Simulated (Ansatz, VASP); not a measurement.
**Two plane-wave programs on KF**

INCAR

```
PREC = Accurate
ENCUT = 600
EDIFF = 1E-7
ISMEAR = 0
SIGMA = 0.02
LREAL = False
LASPH = True
NELM = 80
ALGO = Normal
ISIF = 3
LWAVE = False
LCHARG = False
GGA = CA
IBRION = 2
NSW = 100
EDIFFG = -0.005
```

File KPOINTS:

```
regular mesh
0
Gamma
  8 8 8
```

POSCAR

```
KF
1.0
    0.0000000000      2.6735000000      2.6735000000
    2.6735000000      0.0000000000      2.6735000000
    2.6735000000      2.6735000000      0.0000000000
K F
1 1
Direct
    0.0000000000      0.0000000000      0.0000000000
    0.5000000000      0.5000000000      0.5000000000
```

Input for Ansatz:

```yaml
crystal:
  lattice:
    - [0.0, 2.6735, 2.6735]
    - [2.6735, 0.0, 2.6735]
    - [2.6735, 2.6735, 0.0]
  atoms:
    - { symbol: K, position: [0.0, 0.0, 0.0] }
    - { symbol: F, position: [0.5, 0.5, 0.5] }
basis:
  ecutwfc: 520.0
kpoints:
  mp_grid: { grid: [8, 8, 8] }
hamiltonian:
  xc: lda
scf:
  occupations: { method: gaussian, width: 0.02 }
output:
  forces: true
  stress: true
  eigenvalues: true
relax:
  adjacent_minimum: "off"
  f_tol: 0.005
  max_steps: 80
  cell: { stress_tol: 0.05 }
```

Alike in both runs: task relaxation of cell and atoms; functional LDA; k mesh 8 × 8 × 8; occupations gaussian, width 0.02 eV; no spin polarisation.

|  | VASP | Ansatz |
| --- | --- | --- |
| version | VASP 6.6.1 | Ansatz 0.2.0 |
| potentials or method | VASP PAW LDA potentials, release 64 (K_sv, F) | scalar-relativistic, plane waves, PAW |
| plane-wave cutoff (eV) | 600 | 520 |
| valence electrons in the cell | 16 | 16 |

```csv
,VASP,Ansatz,Ansatz less VASP
"gap on the k mesh at the Fermi level, each at its own relaxed structure (eV)",6.34,6.36,+0.028
relaxed volume (Å³/atom),17.24,17.21,-0.036
relaxed cell length with the largest relative difference (Å),3.654,3.651,-0.0025
energy change over the relaxation (meV/atom),-23,-23,-0.9
```

A k mesh can miss the band edges. A hybrid or GW would open this gap; LDA tends to underestimate it. LDA usually gives volumes a few per cent too small.
